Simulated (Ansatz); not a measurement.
## Na vacancy in Na$_{2}$S

Computed with Ansatz 0.2.0, DFT PBE, scalar-relativistic, plane waves, PAW. Settings: 420 eV cutoff, 2×2×2 k-mesh, shifted by half a step, Gaussian smearing of 0.01 eV, collinear spin.

Host crystal, relaxed:

```
CELL_PARAMETERS angstrom
0.00000 3.28363 3.28363
3.28363 0.00000 3.28363
3.28363 3.28363 0.00000
ATOMIC_POSITIONS crystal
Na 0.25000 0.25000 0.25000
Na 0.75000 0.75000 0.75000
S 0.00000 0.00000 0.00000
```

Supercell of 48 atoms, rows in host cell vectors: 1 1 -3; 1 1 1; 1 -3 1. Atoms relax at the host's cell, keeping the symmetry that the supercell leaves at the site. The cell is small, so energies carry finite-size errors of tenths of an eV. The host's Kohn–Sham gap is 2.45 eV.

Starting moments were lost in some runs.

Defect: Na vacancy at (0.250, 0.250, 0.250) of the host cell, charge +1.

Give the relaxed supercell.

```xyz
47
Lattice="-6.5673 -6.5673 6.5673 6.5673 6.5673 6.5673 -6.5673 6.5673 -6.5673" Properties=species:S:1:pos:R:3 pbc="T T T"
Na   -4.8849    4.8960   -1.6123
Na   -1.6123    8.1685   -1.6123
Na   -4.9254    1.6418    1.6418
Na   -1.6713    4.9549    1.6823
Na    1.6418    8.2091    1.6418
Na   -4.8849   -1.6123    4.8960
Na   -1.6713    1.6823    4.9549
Na    1.6013    4.9549    4.9549
Na   -1.6713    1.6013   -1.6713
Na   -1.6123   -1.6123    8.1685
Na    1.6418    1.6418    8.2091
Na   -1.6713   -1.6713    1.6013
Na   -4.9660    4.8960    4.8960
Na   -8.1796    1.6823   -1.6713
Na   -8.1796   -1.6713    1.6823
Na    4.8483    4.8483    4.8483
Na   -1.6418    8.2091    1.6418
Na   -4.9254    5.1291   -4.9254
Na   -1.7190    5.0026    5.0026
Na   -4.9254    1.6418   -1.6418
Na   -1.5647    4.8483   -1.5647
Na   -1.6418    1.6418    8.2091
Na   -4.9254   -1.6418    1.6418
Na   -1.4382    1.6418    1.6418
Na    1.6418    4.7218    1.6418
Na   -4.9254   -4.9254    5.1291
Na   -1.5647   -1.5647    4.8483
Na    1.6418    1.6418    4.7218
Na   -8.4127    1.6418    1.6418
Na   -4.9254    4.9254    1.6418
Na   -4.9254    1.6418    4.9254
S    -0.1041   -0.1041   -0.1041
S    -6.5391    3.3118   -3.3118
S    -3.1795    6.4631   -3.1795
S    -6.5955    0.0281    0.0281
S    -3.2554    3.2555    0.0281
S     0.0281    6.5390    0.0281
S    -6.5391   -3.3118    3.3118
S    -3.2554    0.0281    3.2555
S    -0.1041    3.3878    3.3878
S     3.2555    6.5390    3.2555
S    -3.1795   -3.1795    6.4631
S     0.0281    0.0281    6.5390
S     3.2555    3.2555    6.5390
S    -6.5955    3.2555    3.2555
S    -3.3118    6.5954    3.3118
S    -3.3118    3.3118    6.5954
```
Around the defect: 4 S at 3.02 Å, 6 Na at 3.08 Å. The run ended with a moment of 2.00 μB, which may not be the ground spin state.